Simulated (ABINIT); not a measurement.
# BaO (Fm-3m): G0W0 in ABINIT against the bands in the screening, part 2 of 2

How does the gap of BaO (Fm-3m) converge in the bands in the screening?

ABINIT 10.8.3; PBE and many-body steps on it, plane waves. Known limits of the many-body steps: not at the basis limit; no spin-orbit coupling.

So far. Step 2 (Screening, 6×6×6 mesh, 16 bands, screening to 163.3 eV): Local fields lower ε∞ by 9 %. Step 5 (23 bands): The gap on the mesh goes from 1.94 eV to 3.01 eV, a correction of +1.07 eV.

The database entry behind the starting cell differs from later determinations by our own check (about 0.7 % short), so it need not match the best structure at ambient conditions.

## Step 6: Screening, 6×6×6 mesh, 75 bands, screening to 163.3 eV

This step: RPA screening on PBE, plane waves, norm-conserving pseudopotentials.

run.abi reads:

```
acell 3*1.0 Angstrom
rprim 
  -0.000000000000 2.750000000000 2.750000000000
  2.750000000000 -0.000000000000 2.750000000000
  2.750000000000 2.750000000000 -0.000000000000
ntypat 2
znucl 56 8
natom 2
typat 1 2
xred 
  0.000000000000 0.000000000000 0.000000000000
  0.500000000000 0.500000000000 0.500000000000
pp_dirpath "pseudos"
pseudos "Ba.upf, O.upf"
ecut 36
ngkpt 6 6 6
nshiftk 1
shiftk 0 0 0
kptopt 1
chksymbreak 0
istwfk *1
occopt 1
irdwfk 1
optdriver 3
nband 75
ecuteps 6
inclvkb 2
awtr 1
symchi 1
indata_prefix "in"
outdata_prefix "out"
tmpdata_prefix "tmp"
```

Command:

```
$ OMP_NUM_THREADS=1 mpirun -n 8 abinit run.abi > log
```

What it wrote:

```text
.Version 10.8.3 of ABINIT. v10.8.2 released Aug 2026.

 Symmetries : space group Fm -3 m (#225); Bravais cF (face-center cubic)
[... echo of the input left out ...]
== DATASET  1 ==================================================================
-   mpi_nproc: 8, omp_nthreads: 1 (-1 if OMP is not activated)

--- !DatasetInfo
iteration_state: {dtset: 1, }
dimensions: {natom: 2, nkpt: 16, mband: 75, nsppol: 1, nspinor: 1, nspden: 1, mpw: 2914, }
cutoff_energies: {ecut:  36.0, pawecutdg:  -1.0, }
[...]
--------------------------------------------------------------------------------
[... chi0 elements left out ...]
 For q-point:  0.000010 0.000020 0.000030
  dielectric constant =   4.0161
  dielectric constant without local fields =   4.4900

  Average fulfillment of the sum rule on Im[epsilon] for q-point    1 :     74.44  [%]
[... wings left out ...]
  q-point number  2        q = ( 0.166667, 0.000000, 0.000000) [r.l.u.]
--------------------------------------------------------------------------------
[... chi0 elements left out ...]
  Average fulfillment of the sum rule on Im[epsilon] for q-point    2 :     92.39  [%]

 [... 14 further q-points ...]
```

Elapsed: 42 s, on 8 MPI ranks of Intel Xeon Platinum 8488C (Sapphire Rapids), shared host; peak memory 1.6 GiB; 5.6 min of CPU time.

Numbers from this step:

```yaml
eps_infinity_with_local_fields_on_this_mesh_along_the_program_s_q_direction: 4.016
the_same_without_local_fields: 4.49
plasma_frequency: 23.03 eV
plane_waves_in_the_screening_matrix: 181
```

## Step 7: 75 bands

This step: G0W0 on PBE, plane waves, norm-conserving pseudopotentials.

Edit run.abi of step 6 so:

```diff
@@ -23,8 +23,17 @@
 irdwfk 1
-optdriver 3
+optdriver 4
 nband 75
+gwcalctyp 0
+ecutsigx 36
+symsigma 1
+nkptgw 2
+kptgw 
+  0.5000000000 0.5000000000 0.0000000000
+  0.0000000000 0.0000000000 0.0000000000
+bdgw 
+  6 10
+  6 12
 ecuteps 6
-inclvkb 2
-awtr 1
-symchi 1
+irdscr 1
+ppmodel 1
 indata_prefix "in"
```

What it wrote:

```text
.Version 10.8.3 of ABINIT. v10.8.2 released Aug 2026.

 Symmetries : space group Fm -3 m (#225); Bravais cF (face-center cubic)
[... echo of the input left out ...]
== DATASET  1 ==================================================================
-   mpi_nproc: 8, omp_nthreads: 1 (-1 if OMP is not activated)

--- !DatasetInfo
iteration_state: {dtset: 1, }
dimensions: {natom: 2, nkpt: 16, mband: 75, nsppol: 1, nspinor: 1, nspden: 1, mpw: 2914, }
cutoff_energies: {ecut:  36.0, pawecutdg:  -1.0, }
[...]
Band     E0 <VxcDFT>   SigX SigC(E0)      Z dSigC/dE  Sig(E)    E-E0       E
[...]
11  10.476  -9.827  -4.987  -3.927   0.841  -0.188  -9.059   0.767  11.243
       12  10.476  -9.827  -4.987  -3.927   0.841  -0.188  -9.059   0.767  11.243

== END DATASET(S) ==============================================================
================================================================================

 -outvars: echo values of variables after computation  --------
           etotal      0.0000000000E+00
            nband          75
             nkpt          16
          spgroup         225
 [... the other variables as echoed above ...]

 Calculation completed.
```

Run time: 9 s. Hardware: 8 MPI ranks; peak memory 1.5 GiB; 70 s of CPU time.

Numbers from this step:

| Quantity | Value |
| --- | --- |
| G0W0 gap on the points computed | 2.836 eV |
| starting gap on the mesh | 1.938 eV |
| k of the valence top | 0.5, 0.5, 0 |
| k of the conduction bottom | 0.5, 0.5, 0 |
| least direct G0W0 gap on the computed points | 2.836 eV |

Against the run before, the gap moves by −0.176 eV.

## Step 8: Screening, 6×6×6 mesh, 164 bands, screening to 163.3 eV

This step: RPA screening on PBE, plane waves, norm-conserving pseudopotentials.

Edit run.abi of step 7 so:

```diff
@@ -23,17 +23,8 @@
 irdwfk 1
-optdriver 4
-nband 75
-gwcalctyp 0
-ecutsigx 36
-symsigma 1
-nkptgw 2
-kptgw 
-  0.5000000000 0.5000000000 0.0000000000
-  0.0000000000 0.0000000000 0.0000000000
-bdgw 
-  6 10
-  6 12
+optdriver 3
+nband 164
 ecuteps 6
-irdscr 1
-ppmodel 1
+inclvkb 2
+awtr 1
+symchi 1
 indata_prefix "in"
```

What it wrote:

```text
.Version 10.8.3 of ABINIT. v10.8.2 released Aug 2026.

 Symmetries : space group Fm -3 m (#225); Bravais cF (face-center cubic)
[... echo of the input left out ...]
== DATASET  1 ==================================================================
-   mpi_nproc: 8, omp_nthreads: 1 (-1 if OMP is not activated)

--- !DatasetInfo
iteration_state: {dtset: 1, }
dimensions: {natom: 2, nkpt: 16, mband: 164, nsppol: 1, nspinor: 1, nspden: 1, mpw: 2914, }
cutoff_energies: {ecut:  36.0, pawecutdg:  -1.0, }
[...]
--------------------------------------------------------------------------------
[... chi0 elements left out ...]
 For q-point:  0.000010 0.000020 0.000030
  dielectric constant =   4.0190
  dielectric constant without local fields =   4.4936

  Average fulfillment of the sum rule on Im[epsilon] for q-point    1 :     91.09  [%]
[... wings left out ...]
  q-point number  2        q = ( 0.166667, 0.000000, 0.000000) [r.l.u.]
--------------------------------------------------------------------------------
[... chi0 elements left out ...]
  Average fulfillment of the sum rule on Im[epsilon] for q-point    2 :    100.47  [%]

 [... 14 further q-points ...]
```

Elapsed: 81 s, on 8 MPI ranks; peak memory 2.2 GiB; 11 min of CPU time.

This step gave:

* ε∞ with local fields, on this mesh, along the program's q direction: 4.019
* the same without local fields: 4.494
* plasma frequency: 23.03 eV
* plane waves in the screening matrix: 181

## Step 9: 164 bands

This step: G0W0 on PBE, plane waves, norm-conserving pseudopotentials.

Edit run.abi of step 8 so:

```diff
@@ -23,8 +23,17 @@
 irdwfk 1
-optdriver 3
-nband 164
+optdriver 4
+nband 75
+gwcalctyp 0
+ecutsigx 36
+symsigma 1
+nkptgw 2
+kptgw 
+  0.5000000000 0.5000000000 0.0000000000
+  0.0000000000 0.0000000000 0.0000000000
+bdgw 
+  6 10
+  6 12
 ecuteps 6
-inclvkb 2
-awtr 1
-symchi 1
+irdscr 1
+ppmodel 1
 indata_prefix "in"
```

What it wrote:

```text
.Version 10.8.3 of ABINIT. v10.8.2 released Aug 2026.

 Symmetries : space group Fm -3 m (#225); Bravais cF (face-center cubic)
[... echo of the input left out ...]
== DATASET  1 ==================================================================
-   mpi_nproc: 8, omp_nthreads: 1 (-1 if OMP is not activated)

--- !DatasetInfo
iteration_state: {dtset: 1, }
dimensions: {natom: 2, nkpt: 16, mband: 75, nsppol: 1, nspinor: 1, nspden: 1, mpw: 2914, }
cutoff_energies: {ecut:  36.0, pawecutdg:  -1.0, }
[...]
Band     E0 <VxcDFT>   SigX SigC(E0)      Z dSigC/dE  Sig(E)    E-E0       E
[...]
11  10.476  -9.827  -4.987  -3.973   0.841  -0.188  -9.098   0.729  11.205
       12  10.476  -9.827  -4.987  -3.973   0.841  -0.188  -9.098   0.729  11.205

== END DATASET(S) ==============================================================
================================================================================

 -outvars: echo values of variables after computation  --------
           etotal      0.0000000000E+00
            nband          75
             nkpt          16
          spgroup         225
 [... the other variables as echoed above ...]

 Calculation completed.
```

Elapsed: 6.9 s, on 8 MPI ranks; peak memory 1.6 GiB.

Numbers from this step:

```
G0W0 gap on the points computed              : 2.806 eV
starting gap on the mesh                     : 1.938 eV
k of the valence top                         : 0.5, 0.5, 0
k of the conduction bottom                   : 0.5, 0.5, 0
least direct G0W0 gap on the computed points : 2.806 eV
```

Against the run before, the gap moves by −0.030 eV.

## Step 10: The runs together

Times are wall times on 8 MPI ranks of Intel Xeon Platinum 8488C (Sapphire Rapids), shared host, good to a factor of about two. A run's time includes the screening step that it read.

```csv
run,mesh,bands,screening cutoff (eV),DFT gap (eV),gap on the mesh (eV),direct (eV),ε∞ used,time
16 bands,6×6×6,75,163.3,1.938,3.204,3.204,3.92,15 s
23 bands,6×6×6,75,163.3,1.938,3.012,3.012,3.99,19 s
75 bands,6×6×6,75,163.3,1.938,2.836,2.836,4.02,51 s
164 bands,6×6×6,75,163.3,1.938,2.806,2.806,4.02,88 s
```

## Step 11: Outcome

| Quantity | Value |
| --- | --- |
| 16 bands | 3.204 eV |
| 23 bands | 3.012 eV |
| 75 bands | 2.836 eV |
| 164 bands | 2.806 eV |
| known limits | not at the basis limit; no spin-orbit coupling |

What this shows: The setting moved: bands in the screening. From 16 bands to 164 bands the gap moves by −0.40 eV, for 6.0 times the time. The last step still moves it by −0.030 eV. Bands and screening cutoff are coupled, so a series along one setting does not show full convergence. Bands and cutoff are finite, so the gap is not at the basis limit. The miss can reach some tenths of an eV and take either sign; the mesh is an error of its own. In the G0W0 runs levels were corrected at 2 k points alone, so a gap called «on the mesh» is the least over those, and an edge elsewhere would be missed. The many-body steps are scalar-relativistic: spin-orbit coupling is not in them.

[Paths, hosts, dates, memory and timing lines, banners, echoed tables and standing remarks are left out of the program output.]

[Logs are printed without paths, hosts, clocks, repeated set-up lines and the standing remarks that a program may print on its own settings, such as how far it seeks lower states.]

[Runs of the session that timed out or met a known fault of the program may be left out.]

[Hosts, paths, dates, database ids (printed as entryN), source tags and the programs' standing remarks are cut or masked in the printed files.]

[G0W0 gaps are taken among the corrected bands and points alone; a level outside them can change the order at an edge.]

[Where Ansatz stands beside ABINIT at settings called matched, ABINIT's density can come from a denser mesh and the files from another edition; pairs whose starting gaps differed by over 0.03 eV were left out, so agreement reads better than it is.]
